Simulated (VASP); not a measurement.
# BN (R3m) in VASP: further runs, part 2 of 2

VASP 6.6.1.

## 10. Single point, PBE

Contents of INCAR:

```
ALGO = Normal ; EDIFF = 1E-7
ENCUT = 520 ; GGA = PE
ISIF = 2 ; ISMEAR = -1
LASPH = T ; LCHARG = F
LREAL = F ; LWAVE = F
NBANDS = 11 ; NELM = 60
PREC = Accurate ; SIGMA = 0.05
```

Contents of KPOINTS:

```
k-points
0
Gamma
  12 12 12
```

Contents of POSCAR:

```
BN
1.0
    1.2511217832      0.7223354983      3.3729344033
   -1.2511217832      0.7223354983      3.3729344033
    0.0000000000     -1.4446709966      3.3729344033
N B
1 1
Direct
    0.6672382000      0.6672382000      0.6672382000
    0.0003288000      0.0003288000      0.0003288000
```

Started as:

```sh
$ cat potpaw_PBE.64/N/POTCAR potpaw_PBE.64/B/POTCAR > POTCAR
$ mpirun -np 1 vasp_std > vasp.out
```

It took 46 s on 1 thread of Intel Xeon Platinum 8488C (Sapphire Rapids), shared host; peak memory 0.16 GiB.

Results (log left out):

- Free energy: -17.5810 eV
- Pressure: 3.6 GPa
- Band gap on the k mesh: 4.28 eV, indirect (least direct gap 4.70 eV)

Forces on the atoms (eV/Å):
```
N    0.000  0.000 -0.003
B    0.000  0.000  0.003
```

Stress tensor (GPa, compression positive):
```
4.33 0.00 0.00
0.00 4.33 0.00
0.00 0.00 2.22
```

Levels at points of the mesh, in eV from the valence-band top:
```
           k point  band 1  band 2  band 3  band 4  band 5  band 6  band 7  band 8
(0.00, 0.00, 0.00)  -17.78   -4.18   -1.29   -1.29    5.17   11.68   11.68   13.14
(0.50, 0.00, 0.00)  -14.59   -8.93   -4.07   -0.60    5.29    9.92   13.09   15.02
(0.50, 0.50, 0.00)  -14.52   -8.80   -4.13   -1.17    4.28    9.91   14.26   17.56
(0.50, 0.50, 0.50)  -17.52   -6.13   -1.30   -1.30   10.11   11.61   11.61   12.24
```

## 11. Single point, PBE (atoms moved at random, drawn with an rms of 0.05 Å)

Contents of INCAR:

```
PREC = Accurate
ENCUT = 520
EDIFF = 1E-7
ISMEAR = -1
SIGMA = 0.05
LREAL = F
LASPH = T
NELM = 80
ALGO = Normal
ISIF = 2
LWAVE = F
LCHARG = F
GGA = PE
NBANDS = 11
```

Contents of KPOINTS:

```
Automatic mesh
0
Gamma
  12 12 12
```

Contents of POSCAR:

```
BN
1.0
    1.2511217832      0.7223354983      3.3729344033
   -1.2511217832      0.7223354983      3.3729344033
    0.0000000000     -1.4446709966      3.3729344033
N B
1 1
Direct
    0.6913950000      0.6601140000      0.6460690000
   -0.0137900000      0.0128690000      0.0161470000
```

Started as:

```sh
$ cat potpaw_PBE.64/N/POTCAR potpaw_PBE.64/B/POTCAR > POTCAR
$ mpirun -np 1 vasp_std > vasp.out
```

Run time: 3 min. Hardware: 1 thread of Intel Xeon Platinum 8488C (Sapphire Rapids), shared host; peak memory 0.29 GiB.

Results (log left out):

```yaml
Free_energy: -17.3715 eV
Pressure: 6.7 GPa
Largest_force: 3.695 eV/Å
Band_gap_on_the_k_mesh: 3.72 eV, indirect (least direct gap 4.59 eV)
```

Forces in eV/Å, atoms in the order of the input:
```
N   -2.381 -2.727  0.739
B    2.381  2.727 -0.739
```

Stress tensor (GPa, compression positive):
```
 1.53 -6.90  1.30
-6.90 16.65  1.48
 1.30  1.48  1.91
```

Levels at points of the mesh, in eV from the valence-band top:
```tsv
k point	band 1	band 2	band 3	band 4	band 5	band 6	band 7	band 8	band 9
(0.00, 0.00, 0.00)	-17.80	-4.21	-2.42	-0.14	5.08	10.19	13.21	13.27	14.80
(0.50, 0.00, 0.00)	-14.50	-8.72	-4.69	-1.02	6.15	9.68	13.09	14.88	19.09
(0.00, 0.50, 0.00)	-14.69	-9.01	-3.76	-0.58	5.14	9.54	13.05	14.76	20.03
(0.00, 0.00, 0.50)	-14.74	-9.06	-3.61	-0.45	4.87	9.74	13.06	14.75	20.29
(0.50, 0.50, 0.00)	-14.67	-8.94	-3.67	-0.95	3.72	9.79	14.36	17.47	20.70
(0.50, 0.00, 0.50)	-14.62	-8.89	-3.81	-1.09	3.96	9.57	14.35	17.54	20.46
(0.00, 0.50, 0.50)	-14.43	-8.60	-4.74	-1.54	4.86	9.78	14.23	17.61	19.69
(0.50, 0.50, 0.50)	-17.54	-6.17	-2.43	-0.15	9.91	10.13	12.34	13.25	16.19
```

## 12. Equation of state, PBE, 8.60 Å³/atom (volume scaled by 0.94)

Contents of INCAR:

```
  ALGO = Normal
  EDIFF = 1E-7
  ENCUT = 520
  GGA = PE
  ISIF = 2
  ISMEAR = -1
  LASPH = T
  LCHARG = F
  LREAL = F
  LWAVE = F
  NBANDS = 11
  NELM = 80
  PREC = Accurate
  SIGMA = 0.05
```

Contents of KPOINTS:

```
k-points
0
Gamma
  12 12 12
```

Contents of POSCAR:

```
BN
1.0
    1.2255815191      0.7075898200      3.3040796871
   -1.2255815191      0.7075898200      3.3040796871
    0.0000000000     -1.4151796399      3.3040796871
N B
1 1
Direct
    0.6672382000      0.6672382000      0.6672382000
    0.0003288000      0.0003288000      0.0003288000
```

Potentials or basis: VASP PAW PBE potentials, release 64 (N, B).

Started as:

```sh
$ cat potpaw_PBE.64/N/POTCAR potpaw_PBE.64/B/POTCAR > POTCAR
$ mpirun -np 1 vasp_std > vasp.out
```

Run time: 43 s. Hardware: 1 thread of Intel Xeon Platinum 8488C (Sapphire Rapids), shared host; peak memory 0.17 GiB.

Results (log left out):

```
Free energy            : -17.4997 eV
Pressure               : 20.6 GPa
Band gap on the k mesh : 4.36 eV, indirect (least direct gap 4.85 eV)
```

## 13. Equation of state, PBE, 8.78 Å³/atom (volume scaled by 0.96)

Contents of INCAR:

```
PREC = Accurate
ENCUT = 520
EDIFF = 1E-7
ISMEAR = -1
SIGMA = 0.05
LREAL = False
LASPH = True
NELM = 60
ALGO = Normal
ISIF = 2
LWAVE = False
LCHARG = False
GGA = PE
NBANDS = 11
```

Contents of KPOINTS:

```
Automatic mesh
0
Gamma
  12 12 12
```

Contents of POSCAR:

```
BN
1.0
    1.2342126593      0.7125730110      3.3273486205
   -1.2342126593      0.7125730110      3.3273486205
    0.0000000000     -1.4251460221      3.3273486205
N B
1 1
Direct
    0.6672382000      0.6672382000      0.6672382000
    0.0003288000      0.0003288000      0.0003288000
```

Started as:

```sh
$ cat potpaw_PBE.64/N/POTCAR potpaw_PBE.64/B/POTCAR > POTCAR
$ mpirun -np 1 vasp_std > vasp.out
```

Run time: 52 s. Hardware: 1 thread of Intel Xeon Platinum 8488C (Sapphire Rapids), shared host; peak memory 0.17 GiB.

Results (log left out):

```
Free energy            : -17.5399 eV
Pressure               : 14.4 GPa
Band gap on the k mesh : 4.33 eV, indirect (least direct gap 4.80 eV)
```

## 14. Equation of state, PBE, 8.96 Å³/atom (volume scaled by 0.98)

Contents of INCAR:

```
SYSTEM = BN
  PREC = Accurate
  ENCUT = 520
  EDIFF = 1E-7
  ISMEAR = -1
  SIGMA = 0.05
  LREAL = .False.
  LASPH = .True.
  NELM = 60
  ALGO = Normal
  ISIF = 2
  LWAVE = .False.
  LCHARG = .False.
  GGA = PE
  NBANDS = 11
```

Contents of KPOINTS:

```
Automatic mesh
0
Gamma
  12 12 12
  0 0 0
```

Contents of POSCAR:

```
BN
1.0
    1.2427247397      0.7174874630      3.3502965776
   -1.2427247397      0.7174874630      3.3502965776
    0.0000000000     -1.4349749260      3.3502965776
N B
1 1
Direct
    0.6672382000      0.6672382000      0.6672382000
    0.0003288000      0.0003288000      0.0003288000
```

Started as:

```sh
$ cat potpaw_PBE.64/N/POTCAR potpaw_PBE.64/B/POTCAR > POTCAR
$ mpirun -np 1 vasp_std > vasp.out
```

It took 40 s on 1 thread of Intel Xeon Platinum 8488C (Sapphire Rapids), shared host; peak memory 0.17 GiB.

It converged, with:

```
Free energy            : -17.5666 eV
Pressure               : 8.8 GPa
Band gap on the k mesh : 4.31 eV, indirect (least direct gap 4.75 eV)
```

## 15. Equation of state, PBE, 9.33 Å³/atom (volume scaled by 1.02)

Contents of INCAR:

```
PREC = Accurate ; ENCUT = 520
EDIFF = 1E-7 ; ISMEAR = -1
SIGMA = 0.05 ; LREAL = False
LASPH = True ; NELM = 80
ALGO = Normal ; ISIF = 2
LWAVE = False ; LCHARG = False
GGA = PE ; NBANDS = 11
```

Contents of KPOINTS:

```
Automatic mesh
0
Gamma
  12 12 12
```

Contents of POSCAR:

```
BN
1.0
    1.2594075994      0.7271193165      3.3952723682
   -1.2594075994      0.7271193165      3.3952723682
    0.0000000000     -1.4542386330      3.3952723682
N B
1 1
Direct
    0.6672382000      0.6672382000      0.6672382000
    0.0003288000      0.0003288000      0.0003288000
```

Potentials or basis: VASP PAW PBE potentials, release 64 (N, B).

Started as:

```sh
$ cat potpaw_PBE.64/N/POTCAR potpaw_PBE.64/B/POTCAR > POTCAR
$ mpirun -np 1 vasp_std > vasp.out
```

It took 42 s on 1 thread of Intel Xeon Platinum 8488C (Sapphire Rapids), shared host; peak memory 0.17 GiB.

The run converged. Its results:

```
Free energy            : -17.5842 eV
Pressure               : -1.1 GPa
Largest force          : 0.004 eV/Å
Band gap on the k mesh : 4.26 eV, indirect (least direct gap 4.65 eV)
```

## 16. Equation of state, PBE, 9.51 Å³/atom (volume scaled by 1.04)

Contents of INCAR:

```
SYSTEM = BN
ALGO     = Normal         ! electronic algorithm
EDIFF    = 1E-7           ! SCF threshold, eV
ENCUT    = 520            ! plane-wave cutoff, eV
GGA      = PE             ! functional
ISIF     = 2              ! what is computed and relaxed
ISMEAR   = -1             ! smearing method
LASPH    = .True.         ! aspherical terms in the spheres
LCHARG   = .False.        ! write CHGCAR
LREAL    = .False.        ! projectors in reciprocal space
LWAVE    = .False.        ! write WAVECAR
NBANDS   = 11             ! bands
NELM     = 80             ! most SCF steps
PREC     = Accurate       ! precision mode
SIGMA    = 0.05           ! smearing width, eV
```

Contents of KPOINTS:

```
k-points
0
Gamma
  12 12 12
  0 0 0
```

Contents of POSCAR:

```
BN
1.0
    1.2675858000      0.7318410028      3.4173202092
   -1.2675858000      0.7318410028      3.4173202092
    0.0000000000     -1.4636820056      3.4173202092
N B
1 1
Direct
    0.6672382000      0.6672382000      0.6672382000
    0.0003288000      0.0003288000      0.0003288000
```

Started as:

```sh
$ cat potpaw_PBE.64/N/POTCAR potpaw_PBE.64/B/POTCAR > POTCAR
$ mpirun -np 1 vasp_std > vasp.out
```

It took 49 s on 1 thread of Intel Xeon Platinum 8488C (Sapphire Rapids), shared host; peak memory 0.17 GiB.

It converged, with:

```yaml
Free_energy: -17.5771 eV
Pressure: -5.4 GPa
Largest_force: 0.006 eV/Å
Band_gap_on_the_k_mesh: 4.23 eV, indirect (least direct gap 4.60 eV)
```

## 17. Equation of state, PBE, 9.69 Å³/atom (volume scaled by 1.06)

Contents of INCAR:

```
  PREC = Accurate
  ENCUT = 520
  EDIFF = 1E-7
  ISMEAR = -1
  SIGMA = 0.05
  LREAL = F
  LASPH = T
  NELM = 100
  ALGO = Normal
  ISIF = 2
  LWAVE = F
  LCHARG = F
  GGA = PE
  NBANDS = 11
```

Contents of KPOINTS:

```
Automatic mesh
0
Gamma
  12 12 12
```

Contents of POSCAR:

```
BN
1.0
    1.2756598126      0.7365025362      3.4390871668
   -1.2756598126      0.7365025362      3.4390871668
    0.0000000000     -1.4730050723      3.4390871668
N B
1 1
Direct
    0.6672382000      0.6672382000      0.6672382000
    0.0003288000      0.0003288000      0.0003288000
```

Started as:

```sh
$ cat potpaw_PBE.64/N/POTCAR potpaw_PBE.64/B/POTCAR > POTCAR
$ mpirun -np 1 vasp_std > vasp.out
```

It took 42 s on 1 thread of Intel Xeon Platinum 8488C (Sapphire Rapids), shared host; peak memory 0.17 GiB.

The run converged. Its results:

| Property | Result |
| --- | --- |
| Free energy | -17.5606 eV |
| Pressure | -9.3 GPa |
| Largest force | 0.007 eV/Å |
| Band gap on the k mesh | 4.20 eV, indirect (least direct gap 4.55 eV) |

## 18. Equation of state, PBE

Potentials or basis: VASP PAW PBE potentials, release 64 (N, B).

No new run: the results of the series are fitted here.

What came out:

| Quantity | Value |
| --- | --- |
| Equilibrium volume | 9.29 Å³/atom |
| Bulk modulus at fixed shape and positions | 232 GPa |
| Pressure derivative of the bulk modulus | 3.6 |

Energy against volume, from the lowest point:
```csv
volume (Å³/atom),energy (meV/atom)
8.596,42.22
8.779,22.14
8.962,8.80
9.145,1.59
9.328,0.00
9.510,3.54
9.693,11.76
```

Caveat: the cell was scaled at fixed shape and fractional positions, which overstates the stiffness of a crystal with free parameters, most of all of layers and chains.

## 19. Summary

| task | level | cell | ladder | gap on the mesh (eV) | pressure (GPa) | V0 of scaled cells (Å³/atom) | B0 (GPa) |
| --- | --- | --- | --- | --- | --- | --- | --- |
| single point | PBEsol | as given | free | 4.18 | 1.0 | - | - |
| equation of state | PBEsol | as given | free | - | - | 9.19 | 238 |
| single point | PBE | as given | - | 4.28 | 3.6 | - | - |
| single point | PBE | atoms moved at random, drawn with an rms of 0.05 Å | - | 3.72 | 6.7 | - | - |
| equation of state | PBE | as given | - | - | - | 9.29 | 232 |

Alike in all rows: potentials or basis VASP PAW PBE potentials, release 64 (N, B); no spin polarisation; k mesh 12 × 12 × 12; cutoff (eV) 520; smearing fermi-dirac 0.05 eV.

Caveats: the PAW data sets were made with another functional, which shifts forces and pressure a little (some runs); the cell was scaled at fixed shape and fractional positions, which overstates the stiffness of a crystal with free parameters, most of all of layers and chains (some runs).

Total energies depend on the potentials used, so only differences within one code and one set of settings carry meaning.
